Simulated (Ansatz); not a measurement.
## ZnF₂: energy above lowest point and pressure against volume scale

All results are calculated (Ansatz 0.2.0). Free energy against uniform scaling of the volume at fixed shape and fractions; periodic cell, basis, potentials, k mesh and filling as listed.

The cell before it is scaled or strained (space group P4_2/mnm, No. 136):
```
CELL_PARAMETERS angstrom
4.70480 0.00000 0.00000
0.00000 4.70480 0.00000
0.00000 0.00000 3.13380
ATOMIC_POSITIONS crystal
Zn 0.00000 0.00000 0.00000
Zn 0.50000 0.50000 0.50000
F 0.30240 0.30240 0.00000
F 0.19760 0.80240 0.50000
F 0.69760 0.69760 0.00000
F 0.80240 0.19760 0.50000
```

Settings of every row: functional PBE; dispersion none; potentials PAW; wave cutoff 500 eV; density cutoff 2000 eV; k mesh 4x4x6; k shift 0x0x0; occupations fixed; smearing width 0 eV; spin none.

| row | volume scale | V (Å³/atom) | energy above lowest point (meV/atom) | pressure (GPa) |
| --- | --- | --- | --- | --- |
| 1 | 0.9 | 10.405 | 109.4 | 23.08 |
| 2 | 0.925 | 10.694 | 72.6 | 17.86 |
| 3 | 0.95 | 10.983 | 44.6 | 13.32 |
| 4 | 0.975 | 11.272 | ? | ? |
| 5 | 1 | 11.561 | 10.5 | 5.88 |
| 6 | 1.025 | 11.85 | 2.7 | 2.85 |
| 7 | 1.05 | 12.139 | 0 | 0.2 |
| 8 | 1.075 | 12.428 | 1.8 | -2.12 |
| 9 | 1.1 | 12.717 | 7.5 | -4.15 |

Question: what energy above lowest point and pressure should row 4 give?

Worked fit of energy above lowest point. Take u = (V_r/V)^(2/3) − 1 with V_r = 11.706 Å³ an atom, which is twice the finite (Eulerian) strain; such expansions in the strain, on which the Birch-Murnaghan equation of state is built, carry the rest volume and the bulk modulus. The shown rows have u = 0.08171, 0.06213, 0.04342, 0.00834, -0.00812, -0.02392, -0.03911, -0.05373. Least squares give energy above lowest point = 5.92 + 473.3 × u + 9499 × u² + 2564 × u³ meV/atom; a parabola predicts inner rows, each left out in turn, worse (root mean square 0.19 against 0.024 meV/atom). All shown rows lie on it to the printed digit. Its lowest point lies at u = -0.0252, or V = 12.16 Å³ an atom, and the curvature there gives the bulk modulus at fixed shape and fractions, B = (4/9)(1 + u)² E″(u)/V = 104 GPa. Letting shape and atoms relax would as a rule lower it, by much in layered, chain or molecular crystals. The withheld row has u = 0.02551, so the fit gives 5.92 + 473.3 × (0.02551) + 9499 × (0.02551)² + 2564 × (0.02551)³ = 24.2 meV/atom.

The calculation gave 24.2 meV/atom. The fit meets it to the printed digit.

Worked fit of pressure. Take u = (V_r/V)^(2/3) − 1 with V_r = 11.706 Å³ an atom, which is twice the finite (Eulerian) strain; such expansions in the strain, on which the Birch-Murnaghan equation of state is built, carry the rest volume and the bulk modulus. The shown rows have u = 0.08171, 0.06213, 0.04342, 0.00834, -0.00812, -0.02392, -0.03911, -0.05373. Least squares give pressure = 4.31 + 183.96 × u + 519.7 × u² + 491 × u³ GPa; a parabola predicts inner rows, each left out in turn, worse (root mean square 0.038 against 0.0032 GPa). All shown rows lie on it to the printed digit. The pressure vanishes at u = -0.0252, or V = 12.16 Å³ an atom, and there the bulk modulus at fixed shape and fractions is B = −V dP/dV = (2/3)(1 + u) dP/du = 103 GPa. Letting shape and atoms relax would as a rule lower it, by much in layered, chain or molecular crystals. The withheld row has u = 0.02551, so the fit gives 4.31 + 183.96 × (0.02551) + 519.7 × (0.02551)² + 491 × (0.02551)³ = 9.35 GPa.

The calculation gave 9.35 GPa. The fit meets it to the printed digit.
